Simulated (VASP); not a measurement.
A run of VASP 6.6.1 is set up as follows.

The input INCAR:

```
PREC = Accurate ; ENCUT = 520
EDIFF = 1E-7 ; ISMEAR = 0
SIGMA = 0.1 ; LREAL = F
LASPH = T ; NELM = 100
ALGO = Fast ; ISIF = 2
LWAVE = F ; LCHARG = F
GGA = PE ; NBANDS = 25
```

KPOINTS

```
Automatic mesh
0
Gamma
  12 12 10
```

The input POSCAR:

```
Cd
1.0
    4.8287643093      0.0000000000      0.0000000000
   -2.4143821547      4.1818325607      0.0000000000
    0.0000000000      0.0000000000      4.1161474800
Cd
3
Direct
    0.3333333333      0.6666666667      0.5000000000
    0.0000000000      0.0000000000      0.0000000000
    0.6666666667      0.3333333333      0.5000000000
```

Potentials or basis: VASP PAW PBE potentials, release 64 (Cd).

Command:

```console
$ cat potpaw_PBE.64/Cd/POTCAR > POTCAR
$ mpirun -np 1 vasp_std > vasp.out
```

Question: Estimate the pressure.

Answer: -0.9 GPa.

Question: What does it give for the band gap on the k mesh?

Answer: None (metal or under the smearing width).

Stress tensor (GPa, compression positive):
```
 0.54  0.00  0.00
 0.00  0.54  0.00
 0.00  0.00 -3.66
```
